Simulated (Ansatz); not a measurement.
**HfO$_{2}$: the gap against volume**

HfO$_{2}$, Fm-3m, a = 5.098 Å. This isn't the usual stable structure of the compound. Ansatz: PBE, PAW, 420 eV, Γ-centred 8×8×8 mesh on 3 atoms, Gaussian smearing 0.02 eV; no spin polarisation. Symmetry fixes shape and atoms, so the cell is only scaled; x = ln(V/V0) with V0 = 11.039 Å³/atom. The gap is read at the mesh points alone.

```
      x gap y (eV)
-0.0619           ?
-0.0305       3.821
 0.0000       3.746
 0.0296       3.674
 0.0583       3.601
```

Problem. Fit a straight line to the other rows, give the volume deformation potential of the gap and its pressure coefficient, and predict the missing gap. B0 = 245.5 GPa.

Solution. Means x = 0.01435, y = 3.7105; Σ(Δx)² = 0.004382, ΣΔxΔy = -0.01083; the slope is their ratio. y = 3.7460 − 2.4727 x. The slope is the deformation potential a = dE_g/d ln V = -2.47 eV, and dE_g/dP = −a/B0 = 10.1 meV/GPa. At x = -0.0619 the fit asked for gives 3.899 eV. The run gave 3.894 eV, so the fit is 0.005 eV too high, a small miss on the scale of the series. The form still works here, 35 % of the fitted range beyond its end.

Spin-orbit coupling is left out, which matters for the bands of heavy elements. Semilocal functionals give gaps under the measured ones; changes of the gap mostly carry over better.